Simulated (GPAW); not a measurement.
# GaN (F-43m) in GPAW: further runs, part 2 of 2

GPAW 26.7.0. Earlier steps stand in the parts before.

## Step 3: Band structure, revTPSS, spin-orbit coupling, no magnetisation

Input file run.py:

```python
import numpy as np
from ase.dft.bandgap import bandgap
from ase.io import write
from ase.spacegroup import crystal
from ase.units import GPa
from gpaw import GPAW, PW
from gpaw.spinorbit import soc_eigenstates

# Ga 4a
# N 4d
atoms = crystal(['Ga', 'N'],
                basis=[[0.0, 0.0, 0.0],
                       [0.25, 0.25, 0.75]],
                spacegroup=216, setting=1,  # F-43m
                cellpar=[4.50700122, 4.50700122, 4.50700122, 90.0, 90.0, 90.0],
                primitive_cell=True)

calc = GPAW(mode=PW(800),
            xc='MGGA_X_REVTPSS+MGGA_C_REVTPSS',
            kpts={'size': (10, 10, 10), 'gamma': True},
            occupations={'name': 'fermi-dirac', 'width': 0.05},
            nbands=11,
            convergence={'density': 1e-05, 'energy': 1e-05},
            eigensolver='davidson',
            maxiter=150,
            txt='gpaw.txt')
atoms.calc = calc
energy = atoms.get_potential_energy()
forces = atoms.get_forces()
stress = atoms.get_stress()
calc.write('gs.gpw')
write('result.traj', atoms)
print(f'Energy: {energy:.6f} eV')
print('Forces (eV/A):')
print(forces.round(4))
print('Stress (GPa):', (stress / GPa).round(3))
print('Fermi level:', round(calc.get_fermi_level(), 4), 'eV')
print(f'Gap: {bandgap(calc)[0]:.4f} eV, direct: {bandgap(calc, direct=True)[0]:.4f} eV')

path = atoms.cell.bandpath('GXWKGLUWLK,UX', npoints=60, eps=1e-4)
bs_calc = calc.fixed_density(kpts=path, symmetry='off', nbands=19,
                             convergence={'bands': 'CBM+6.0', 'eigenstates': 1e-6}, txt='bands.txt')
bs = bs_calc.band_structure()
bs.write('bs.json')
print(f'Gap on the path: {bandgap(bs_calc)[0]:.4f} eV')

soc = soc_eigenstates(bs_calc, theta=0, phi=0, ignore_xc_potential=True)
np.savetxt('soc_bands.dat', soc.eigenvalues(), fmt='%.4f')
mesh = soc_eigenstates('gs.gpw', theta=0, phi=0, ignore_xc_potential=True)
np.savetxt('soc_mesh.dat', mesh.eigenvalues(), fmt='%.4f')
print('Fermi level with spin-orbit coupling:', round(mesh.fermi_level, 4), 'eV')
```

Potentials or basis: GPAW PAW data sets (gpaw-data 1.2.1), pw.

On the command line:

```sh
> OMP_NUM_THREADS=1 python run.py
```

gpaw.txt:

```text
__  _  _
 | _ |_)|_||  |
 |__||  | ||/\| - 26.7.0

Input parameters:
  mode=PW(ecut=800.0),
  convergence={'density': 1e-05, 'energy': 1e-05},
  eigensolver=Davidson(niter=2),
  kpts=MonkhorstPack(size=(10, 10, 10), gamma=True),
  maxiter=150,
  nbands=11,
  occupations=Occupations(name='fermi-dirac', width=0.05),
  xc=XC(name='MGGA_X_REVTPSS+MGGA_C_REVTPSS')

Diagonalizing LCAO Hamiltonian
Converting LCAO to pw mode

                  N

       Ga

Atoms  # Å, Bohr magnetons
|   | symbol |        x |        y |        z |    initial magnetic moments |
|---|--------|----------|----------|----------|-----------------------------|
| 0 |     Ga | 0.000000 | 0.000000 | 0.000000 | ( 0.0000,  0.0000,  0.0000) |
| 1 |      N | 3.380251 | 3.380251 | 3.380251 | ( 0.0000,  0.0000,  0.0000) |

Unit cell  # Å
| periodic |        x |        y |        z |  lengths |    angles |
|----------|----------|----------|----------|----------|-----------|
|      yes | 0.000000 | 2.253501 | 2.253501 | 3.186931 | 60.000000 |
|      yes | 2.253501 | 0.000000 | 2.253501 | 3.186931 | 60.000000 |
|      yes | 2.253501 | 2.253501 | 0.000000 | 3.186931 | 60.000000 |

Number of symmetries: 24
Symmetry operations  # r_c * U_cc + t_c -> r_c
|    | kind |            matrix            |
|----|------|------------------------------|
|  0 |  E   |  1, 0, 0,  0, 1, 0,  0, 0, 1 |
|  1 |  σ   |  1, 0, 0,  0, 0, 1,  0, 1, 0 |
|  2 |  σ   |  1, 0,-1,  0, 1,-1,  0, 0,-1 |
|  3 |  C3  |  1, 0,-1,  0, 0,-1,  0, 1,-1 |
|  4 |  C3  |  1,-1, 0,  0,-1, 1,  0,-1, 0 |
|  5 |  σ   |  1,-1, 0,  0,-1, 0,  0,-1, 1 |
|  6 |  σ   |  0, 1, 0,  1, 0, 0,  0, 0, 1 |
|  7 |  C3  |  0, 1, 0,  0, 0, 1,  1, 0, 0 |
|  8 |  C2  |  0, 1,-1,  1, 0,-1,  0, 0,-1 |
|  9 |  S4  |  0, 1,-1,  0, 0,-1,  1, 0,-1 |
| 10 |  C3  |  0, 0, 1,  1, 0, 0,  0, 1, 0 |
| 11 |  σ   |  0, 0, 1,  0, 1, 0,  1, 0, 0 |
| 12 |  S4  |  0, 0,-1,  1, 0,-1,  0, 1,-1 |
| 13 |  C3  |  0, 0,-1,  0, 1,-1,  1, 0,-1 |
| 14 |  S4  |  0,-1, 1,  1,-1, 0,  0,-1, 0 |
| 15 |  C2  |  0,-1, 1,  0,-1, 0,  1,-1, 0 |
| 16 |  C3  |  0,-1, 0,  1,-1, 0,  0,-1, 1 |
| 17 |  S4  |  0,-1, 0,  0,-1, 1,  1,-1, 0 |
| 18 |  S4  | -1, 1, 0, -1, 0, 1, -1, 0, 0 |
| 19 |  C3  | -1, 1, 0, -1, 0, 0, -1, 0, 1 |
| 20 |  C3  | -1, 0, 1, -1, 1, 0, -1, 0, 0 |
| 21 |  S4  | -1, 0, 1, -1, 0, 0, -1, 1, 0 |
| 22 |  σ   | -1, 0, 0, -1, 1, 0, -1, 0, 1 |
| 23 |  C2  | -1, 0, 0, -1, 0, 1, -1, 1, 0 |

BZ-sampling:
  Number of BZ points: 1000
  Number of IBZ points: 47

  Monkhorst-Pack size: [10, 10, 10]
  Monkhorst-Pack shift: [0.05, 0.05, 0.05]

K-points  # in reciprocal-cell coordinates
|     |                                coordinates |     weight |
|-----|--------------------------------------------|------------|
|   0 | (  0.00000000,   0.00000000,   0.00000000) | 0.00100000 |
|   1 | (  0.10000000,   0.10000000,   0.00000000) | 0.00600000 |
|   2 | (  0.10000000,   0.10000000,   0.10000000) | 0.00800000 |
|   3 | (  0.20000000,   0.10000000,   0.10000000) | 0.01200000 |
|   4 | (  0.20000000,   0.20000000,   0.00000000) | 0.00600000 |
|   5 | (  0.20000000,   0.20000000,   0.10000000) | 0.02400000 |
|   6 | (  0.20000000,   0.20000000,   0.20000000) | 0.00800000 |
|   7 | (  0.30000000,   0.20000000,   0.10000000) | 0.02400000 |
|   8 | (  0.30000000,   0.20000000,   0.20000000) | 0.02400000 |
|   9 | (  0.30000000,   0.30000000,   0.00000000) | 0.00600000 |
| ... |                                            |            |
|  46 | (  0.50000000,   0.50000000,   0.50000000) | 0.00400000 |

Plane wave coefficients: 1243
Cutoff: 800.0 eV

Spin-components: 1 (collinear spins)
Bands:           11
Projectors:      10
Spin-degeneracy: 2
Datatype:        complex128

Parallelization:
  kpt:    1
  domain: 1
  band:   1

Density:
  Valence electrons: 8.0
  Components: 1
  Grid points: [21 21 21]
  Charge: 0.0  # |e|

Potential:
  Grid points: [21 21 21]

species:
  Ga:
    name:    Gallium
    Z:       31.0
    valence: 3
    core:    28
    charge:  0.0  # [|e|]
    compensation charges:
      type: gauss
      rc: 0.37  # [Å]
      lmax: 2
    cutoffs:
      filter: 2.06  # [Å]
      core: 4.17  # [Å]
    projectors
    | kind |    occ | energy [eV] | rcut [Å] |
    |------|--------|-------------|----------|
    |   4s |  2.000 |      -8.945 |    1.164 |
    |   4p |  1.000 |      -2.580 |    1.164 |
    |    s |        |      18.266 |    1.164 |
    |    p |        |      24.631 |    1.164 |
    |    d |        |       0.000 |    1.164 |

    Using partial waves for Ga as LCAO basis

  N:
    name:    Nitrogen
    Z:       7.0
    valence: 5
    core:    2
    charge:  0.0  # [|e|]
    compensation charges:
      type: gauss
      rc: 0.18  # [Å]
      lmax: 2
    cutoffs:
      filter: 1.11  # [Å]
      core: 0.96  # [Å]
    projectors
    | kind |    occ | energy [eV] | rcut [Å] |
    |------|--------|-------------|----------|
    |   2s |  2.000 |     -18.583 |    0.603 |
    |   2p |  3.000 |      -7.089 |    0.529 |
    |    s |        |       8.629 |    0.603 |
    |    p |        |      20.123 |    0.529 |
    |    d |        |       0.000 |    0.577 |

    Using partial waves for N as LCAO basis

Reference energy: -54366.393033  # eV

eigensolver:
  Davidson
  Converge bands: occupied
  niter=2

density mixing:
  MSR1-Mixer
  Pratt-step length: 0.05
  Maximum mixing coefficient: 0.75
  Old densities: 10
  SVD Regularization: 0.005
  Good broyden scale: 1.0
  Trust region scale: 1.0
  Backstep threshold: 4.0
  History deletion threshold: 6.0
  Fourier metric: weight=20.0, sigma=0.015

occupation numbers:
  Fermi-Dirac:
    width: 0.0500  # eV

poisson solver:
  ecut: 6400.0  # eV

xc functional:
  name: MGGA_X_REVTPSS+MGGA_C_REVTPSS with 2 nearest neighbor stencil

convergence criteria:
- Maximum integral of absolute [dens]ity change: 1e-05 electrons / valence electron
- Maximum [total energy] change in last 3 cyles: 1e-05 eV / valence electron
- Maximum integral of absolute [eigenst]ate change: 4e-08 eV^2 / valence electron
maximum number of iterations: 150

SCF iterations
|iter     | |      energy | eigst |  dens |
|---------|-|-------------|-------|-------|
|iter:   1| |   63.678041 | +1.88 |       |
|iter:   2| |   -3.445385 | +1.24 | -0.47 |
|iter:   3| |   -8.974142 | -0.04 | -0.61 |
|iter:   4| |   -8.073249 | -1.86 | -0.54 |
|iter:   5| |   -6.910246 | -0.88 | -0.62 |
|iter:   6| |   -7.637686 | -0.56 | -0.96 |
|iter:   7| |  -10.370596 | -0.65 | -0.84 |
|iter:   8| |  -10.983184 | -1.37 | -0.49 |
|iter:   9| |  -10.628250 | -2.82 | -0.42 |
|iter:  10| |   -6.694373 | -0.37 | -0.42 |
|iter:  11| |   -6.791759 | -0.57 | -0.78 |
|iter:  12| |   -6.895958 | -1.36 | -1.33 |
|iter:  13| |   -6.903158 | -3.05 | -2.09 |
|iter:  14| |   -6.903551 | -4.09 | -2.44 |
|iter:  15| |   -6.903553 | -5.21 | -3.31 |
|iter:  16| |   -6.903555c| -6.30 | -3.74 |
|iter:  17| |   -6.903555c| -7.61c| -4.78 |
|iter:  18| |   -6.903555c| -8.60c| -5.27c|

Converged in 18 steps
Energy contributions relative to reference atoms: (reference = -54366.393033)

Energy contributions:
  Kinetic:          30.048340
  Coulomb:         -26.317126
  Zero:              0.136527
  External:          0.000000
  Xc:              -10.771296
  Entropy:          -0.000000
  Spinorbit:         0.000000
  ----------------------------
  Free energy:      -6.903555
  Extrapolated:     -6.903555

dipole moment: (-10.135717, -10.135717, -10.135717)  # |e|*Ang

Fermi level: 7.168
Eigenvalues  # (at kpt = [0.000, 0.000, 0.000])
| band index |      eig [eV] | occ [0-2] |
|------------|---------------|-----------|
|          0 |       -10.007 |     2.000 |
|          1 |         6.309 |     2.000 |
|          2 |         6.310 |     2.000 |
|          3 |         6.310 |     2.000 |
|          4 |         7.934 |     0.000 |
|          5 |        16.933 |     0.000 |
|          6 |        16.933 |     0.000 |
|          7 |        16.933 |     0.000 |
|          8 |        23.877 |     0.000 |
|          9 |        24.689 |     0.000 |
|         10 |        24.715 |     0.000 |

Gap: 1.624 eV
Transition (v -> c):
  (s=0, k=0, n=3, [0.00, 0.00, 0.00]) -> (s=0, k=0, n=4, [0.00, 0.00, 0.00])
No difference between direct/indirect transitions

Forces  # eV/Ang
|        x |        y |       z |
|----------|----------|---------|
|  0.00000 |  0.00000 | 0.00000 |  # Ga   0
| -0.00000 | -0.00000 | 0.00000 |  # N    1

Stress tensor  # eV/Ang^3
|         x |         y |         z |
|-----------|-----------|-----------|
| -0.061773 |  0.000000 | -0.000000 |
|  0.000000 | -0.061773 |  0.000000 |
| -0.000000 |  0.000000 | -0.061773 |

# Writing to gs.gpw (mode='')
```

Run time: 1.9 min. Hardware: 1 thread of Arm Neoverse V1, shared host; peak memory 0.29 GiB.

What came out:

```yaml
Free_energy: -6.9036 eV
Pressure: 9.9 GPa
Band_gap_on_the_k_mesh: 1.62 eV, direct
Band_gap_along_the_path: 1.62 eV, direct
```

Levels at the corners of the path, in eV from the valence-band top:
```csv
point,band 5,band 6,band 7,band 8,band 9,band 10,band 11,band 12
Γ,0.00,0.00,0.00,0.00,1.62,1.62,10.40,10.40
X,-2.73,-2.73,-2.68,-2.68,3.15,3.15,6.83,6.83
W,-3.88,-3.87,-3.70,-3.65,6.15,6.16,8.73,8.74
K,-4.41,-4.37,-2.18,-2.18,4.90,4.90,8.10,8.10
Γ,0.00,0.00,0.00,0.00,1.62,1.62,10.40,10.40
L,-0.98,-0.98,-0.95,-0.95,4.73,4.73,8.72,8.72
U,-4.41,-4.37,-2.18,-2.18,4.90,4.90,8.10,8.10
W,-3.88,-3.87,-3.70,-3.65,6.15,6.16,8.73,8.74
L,-0.98,-0.98,-0.95,-0.95,4.73,4.73,8.72,8.72
K,-4.41,-4.37,-2.18,-2.18,4.90,4.90,8.10,8.10
U,-4.41,-4.37,-2.18,-2.18,4.90,4.90,8.10,8.10
X,-2.73,-2.73,-2.68,-2.68,3.15,3.15,6.83,6.83
```

Caveat: spin-orbit coupling was added after a scalar SCF, so levels and gaps hold it while energy, forces, pressure and moments don't; this program's spin-orbit splittings come out too wide for heavy elements; the PAW data sets were made with another functional, which shifts forces and pressure a little.

## Step 4: Comparison with measurements

Step 3. A measured gap of GaN is 3.299 eV (direct; 0 K; a printed reference work, textbook); the calculated 1.62 eV misses it by -1.68 eV. So large a miss can be the level of theory's own, or it may mean another phase, state or a wrong row. The value is that of revTPSS, without temperature or zero-point motion. The cell is a database's relaxed one, not the measured one, which moves gaps too.
